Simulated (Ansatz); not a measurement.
# Mo(100) with 4 layers of random Mo-Ta, 2x2: scattering by chemical disorder

Wanted: resistance against the alloy's length, first Mo(100) with 4 layers of random Mo-Ta, 2x2.

Method: Ansatz plane-wave DFT, PBE, PAW files; ballistic transport by layer matching (Landauer), zero bias; PAW set soft_1, in Ansatz 0.2.0.

Most raw output is cut from this account.

## Step 1: Starting point

The cell holds 56 atoms: 48 Mo and 8 Ta. Cell: a = 6.294 Å, b = 6.294 Å, c = 22.029 Å, α = 90.0°, β = 90.0°, γ = 90.0°. It derives from Mo. Regions: lead, 40 atoms (40 Mo); scattering region, 16 atoms (8 Ta and 8 Mo). The structure is stacked along c, and the current runs across the ab planes.

## Step 2: With 4 alloy layers

In 4 layers a share of 0.5 of the sites is given to Ta at random. The layers about the cell's end stay perfect and serve as the lead. Disorder leaves little or no symmetry, which makes such runs dear. Energies from -0.05 to 0.05 eV in steps of 0.05 eV are too few for the program's thermal sum, so it prints no conductance; for a metal the transmission near the Fermi level serves, at a fraction of the cost.

input.yaml reads:

```yaml
crystal:
  lattice:
    - [6.294, 0.0, 0.0]
    - [0.0, 6.294, 0.0]
    - [0.0, 0.0, 22.029]
  atoms:
    - { symbol: Mo, position: [0.0, 0.0, 0.0357142857] }
    - { symbol: Mo, position: [0.0, 0.5, 0.0357142857] }
    - { symbol: Mo, position: [0.5, 0.0, 0.0357142857] }
    - { symbol: Mo, position: [0.5, 0.5, 0.0357142857] }
    - { symbol: Mo, position: [0.25, 0.25, 0.1071428571] }
    - { symbol: Mo, position: [0.25, 0.75, 0.1071428571] }
    - { symbol: Mo, position: [0.75, 0.25, 0.1071428571] }
    - { symbol: Mo, position: [0.75, 0.75, 0.1071428571] }
[... 44 atom lines left out ...]
    - { symbol: Mo, position: [0.25, 0.25, 0.9642857143] }
    - { symbol: Mo, position: [0.25, 0.75, 0.9642857143] }
    - { symbol: Mo, position: [0.75, 0.25, 0.9642857143] }
    - { symbol: Mo, position: [0.75, 0.75, 0.9642857143] }
kpoints:
  mp_grid: { grid: [4, 4, 1] }
hamiltonian:
  xc: pbe
  pseudopotentials: { kind: paw, azcp: { folder: soft_1 } }
scf:
  occupations: { method: fermi_dirac, width: 0.1 }
output:
  transmission: { leads: [[0, 4]], kmesh: [8, 8], e_range: [-0.05, 0.05], de: 0.05 }
  write_potential: true
  write_density: true
  volumetric_format: npy
```

The run is started by

```bash
> ansatz run input.yaml --threads 4 --pin off --max-ram 15360MiB --backend cpu --events-out ev --progress --plain --runs-dir out
```

Run time: 8.1 min. Hardware: 4 threads of Arm Neoverse V1, shared host; peak memory 7.5 GiB.

This step gave:

```
free energy                                    : -317358.7480 eV
energy at zero smearing                        : -317358.2587 eV
Fermi energy                                   : 21.23 eV
cell area                                      : 39.61 Å²
transmission per spin nearest the Fermi level  : 4.240
open channels per spin nearest the Fermi level : 6.781
step of the lead's potential                   : 7 meV
```

Per spin. Table of transmission, zone mean by energy, zero at the Fermi level:

```csv
energy (eV),"transmission, zone mean"
-0.0500,4.31
0.0000,4.24
0.0500,4.18
```

Per spin. Table of open channels, zone mean, lead by energy, zero at the Fermi level:

```csv
energy (eV),"open channels, zone mean, lead"
-0.0500,6.59
0.0000,6.78
0.0500,6.84
```

Transmission over k1 and k2. At 0.0000 eV from the Fermi level.

Values, 8 rows by 8 columns:
```
 0.0  0.9  1.2  3.0  4.9  3.1  1.2  0.9
 1.9  1.2  1.5  6.9  9.5  7.1  1.4  1.2
 2.8  3.0  6.9  9.7 10.1  9.9  7.1  3.1
 3.2  4.9  9.5 10.1 10.0 10.1  9.5  4.9
 2.8  3.1  7.1  9.9 10.1  9.7  6.9  3.0
 1.9  1.2  1.4  7.1  9.5  6.9  1.5  1.2
 0.0  0.9  1.2  3.1  4.9  3.0  1.2  0.9
 0.0  0.0  1.9  2.8  3.2  2.8  1.9  0.0
```
Columns: k1 (b1) from -0.5 to 0.375; rows upwards: k2 (b2) from -0.5 to 0.375.

Open channels over k1 and k2. At 0.0000 eV from the Fermi level.

Values, 8 rows by 8 columns:
```
 0.0  1.0  2.0  5.0  7.0  5.0  2.0  1.0
 4.0  2.0  6.0 12.0 15.0 12.0  6.0  2.0
 4.0  5.0 12.0 14.0 14.0 14.0 12.0  5.0
 4.0  7.0 15.0 14.0 14.0 14.0 15.0  7.0
 4.0  5.0 12.0 14.0 14.0 14.0 12.0  5.0
 4.0  2.0  6.0 12.0 15.0 12.0  6.0  2.0
 0.0  1.0  2.0  5.0  7.0  5.0  2.0  1.0
 0.0  0.0  4.0  4.0  4.0  4.0  4.0  0.0
```
Columns: k1 (b1) from -0.5 to 0.375; rows upwards: k2 (b2) from -0.5 to 0.375.

Over the solved energies the transmission per spin lies between 4.18 and 4.31, out of 6.74 channels of the lead on average (up to 6.84).

## Step 3: With 8 alloy layers

In 8 layers a share of 0.5 of the sites is given to Ta at random. A fresh draw is used; the growth of the resistance with length is what counts.

System of this step: Mo(100) with 8 layers of random Mo-Ta, 2x2. The cell holds 72 atoms: 56 Mo and 16 Ta. Cell: a = 6.294 Å, b = 6.294 Å, c = 28.323 Å, α = 90.0°, β = 90.0°, γ = 90.0°. It derives from Mo. Regions: lead, 40 atoms (40 Mo); scattering region, 32 atoms (16 Mo and 16 Ta). The structure is stacked along c, and the current runs across the ab planes.

input.yaml reads:

```yaml
crystal:
  lattice:
    - [6.294, 0.0, 0.0]
    - [0.0, 6.294, 0.0]
    - [0.0, 0.0, 28.323]
  atoms:
    - { symbol: Mo, position: [0.0, 0.0, 0.0277777778] }
    - { symbol: Mo, position: [0.0, 0.5, 0.0277777778] }
    - { symbol: Mo, position: [0.5, 0.0, 0.0277777778] }
    - { symbol: Mo, position: [0.5, 0.5, 0.0277777778] }
    - { symbol: Mo, position: [0.25, 0.25, 0.0833333333] }
    - { symbol: Mo, position: [0.25, 0.75, 0.0833333333] }
    - { symbol: Mo, position: [0.75, 0.25, 0.0833333333] }
    - { symbol: Mo, position: [0.75, 0.75, 0.0833333333] }
[... 60 atom lines left out ...]
    - { symbol: Mo, position: [0.25, 0.25, 0.9722222222] }
    - { symbol: Mo, position: [0.25, 0.75, 0.9722222222] }
    - { symbol: Mo, position: [0.75, 0.25, 0.9722222222] }
    - { symbol: Mo, position: [0.75, 0.75, 0.9722222222] }
kpoints:
  mp_grid: { grid: [4, 4, 1] }
hamiltonian:
  xc: pbe
  pseudopotentials: { kind: paw, azcp: { folder: soft_1 } }
scf:
  occupations: { method: fermi_dirac, width: 0.1 }
output:
  transmission: { leads: [[0, 4]], kmesh: [8, 8], e_range: [-0.05, 0.05], de: 0.05 }
  write_potential: true
  write_density: true
  volumetric_format: npy
```

It took 19 min on 4 threads; peak memory 8 GiB.

This step gave:

```
free energy                                    : -436472.6196 eV
energy at zero smearing                        : -436471.7737 eV
Fermi energy                                   : 21.25 eV
transmission per spin nearest the Fermi level  : 3.605
open channels per spin nearest the Fermi level : 6.594
step of the lead's potential                   : 6.9 meV
```

Per spin. Transmission, zone mean against energy, zero at the Fermi level:

```csv
energy (eV),"transmission, zone mean"
-0.0500,3.69
0.0000,3.61
0.0500,3.60
```

Over the solved energies the transmission per spin lies between 3.60 and 3.69, out of 6.68 channels of the lead on average (up to 6.84).

## Step 4: With 12 alloy layers

In 12 layers a share of 0.5 of the sites is given to Ta at random. A fresh draw is used; the growth of the resistance with length is what counts.

System of this step: Mo(100) with 12 layers of random Mo-Ta, 2x2. The cell holds 88 atoms: 64 Mo and 24 Ta. Cell: a = 6.294 Å, b = 6.294 Å, c = 34.617 Å, α = 90.0°, β = 90.0°, γ = 90.0°. It derives from Mo. Regions: lead, 40 atoms (40 Mo); scattering region, 48 atoms (24 Ta and 24 Mo). The structure is stacked along c, and the current runs across the ab planes.

input.yaml reads:

```yaml
crystal:
  lattice:
    - [6.294, 0.0, 0.0]
    - [0.0, 6.294, 0.0]
    - [0.0, 0.0, 34.617]
  atoms:
    - { symbol: Mo, position: [0.0, 0.0, 0.0227272727] }
    - { symbol: Mo, position: [0.0, 0.5, 0.0227272727] }
    - { symbol: Mo, position: [0.5, 0.0, 0.0227272727] }
    - { symbol: Mo, position: [0.5, 0.5, 0.0227272727] }
    - { symbol: Mo, position: [0.25, 0.25, 0.0681818182] }
    - { symbol: Mo, position: [0.25, 0.75, 0.0681818182] }
    - { symbol: Mo, position: [0.75, 0.25, 0.0681818182] }
    - { symbol: Mo, position: [0.75, 0.75, 0.0681818182] }
[... 76 atom lines left out ...]
    - { symbol: Mo, position: [0.25, 0.25, 0.9772727273] }
    - { symbol: Mo, position: [0.25, 0.75, 0.9772727273] }
    - { symbol: Mo, position: [0.75, 0.25, 0.9772727273] }
    - { symbol: Mo, position: [0.75, 0.75, 0.9772727273] }
kpoints:
  mp_grid: { grid: [4, 4, 1] }
hamiltonian:
  xc: pbe
  pseudopotentials: { kind: paw, azcp: { folder: soft_1 } }
scf:
  occupations: { method: fermi_dirac, width: 0.1 }
output:
  transmission: { leads: [[0, 4]], kmesh: [8, 8], e_range: [-0.05, 0.05], de: 0.05 }
  write_potential: true
  write_density: true
  volumetric_format: npy
```

Wall time 29 min (4 threads); peak memory 8.1 GiB.

Numbers from this step:

* free energy: -555588.1367 eV
* energy at zero smearing: -555587.2428 eV
* Fermi energy: 21.29 eV
* transmission per spin nearest the Fermi level: 3.160
* open channels per spin nearest the Fermi level: 6.781
* step of the lead's potential: 6.3 meV

Per spin. Transmission, zone mean against energy, zero at the Fermi level:

```csv
energy (eV),"transmission, zone mean"
-0.0500,3.25
0.0000,3.16
0.0500,3.12
```

Over the solved energies the transmission per spin lies between 3.12 and 3.25, out of 6.74 channels of the lead on average (up to 6.84).

## Step 5: The fit

This step: Ansatz plane-wave DFT, PBE, PAW files; ballistic transport by layer matching (Landauer), zero bias; residual resistivity from the slope of the area resistance, atoms on the host's lattice; PAW set soft_1 (Ansatz 0.2.0).

This step gave:

```
resistivity           : 32.05 µΩ cm
intercept             : 0.2429 fΩ m²
scatter about the fit : 0.002663 fΩ m²
```

Resistance, by row:

```csv
run,length (Å),T,channels N,RA (fΩ m²)
n4,6.294,4.242,6.74,0.4466
n8,12.59,3.63,6.677,0.6426
n12,18.88,3.178,6.74,0.85
```

Area resistance against length of the alloy:

```csv
length of the alloy (Å),area resistance (fΩ m²)
6.29,0.447
12.59,0.643
18.88,0.850
```

The area resistance goes from 0.45 to 0.85 fΩ m² between 6.3 and 18.9 Å, a slope of 32 µΩ cm.

By hand from the end points: (0.8500 − 0.4466) fΩ m² / (18.88 − 6.29) Å = 32 µΩ cm, since 1 fΩ m² per Å is 1000 µΩ cm.

## Step 6: Summary of results

```json
{"resistivity from the slope": "32.1 µΩ cm", "area resistance over 6.29 Å": "0.447 fΩ m²", "area resistance over 12.6 Å": "0.643 fΩ m²", "area resistance over 18.9 Å": "0.850 fΩ m²"}
```

**Reading.** The slope gives 32 µΩ cm. The points scatter by 0.0027 fΩ m² about the line, with one random draw a length in a 2x2 cell, so the slope is a rough value. Read with a model of isotropic scattering on a spherical Fermi surface and the lead's 1.3×10¹⁵ S/m², this slope means a mean free path near 18 Å (a rough figure, since the alloy's own channel count differs); over these lengths the model's slope is 1.04 times its bulk resistivity, which would be 31 µΩ cm. The atoms sit on the host's lattice, so scattering by size misfit is left out. Spin-orbit coupling is left out, which matters for Ta.

[Logs are printed without paths, hosts, clocks, repeated set-up lines and the standing remarks that a program may print on its own settings, such as how far it seeks lower states.]

[Hosts, paths, dates, database ids (printed as entryN), source tags and the programs' standing remarks are cut or masked in the printed files.]
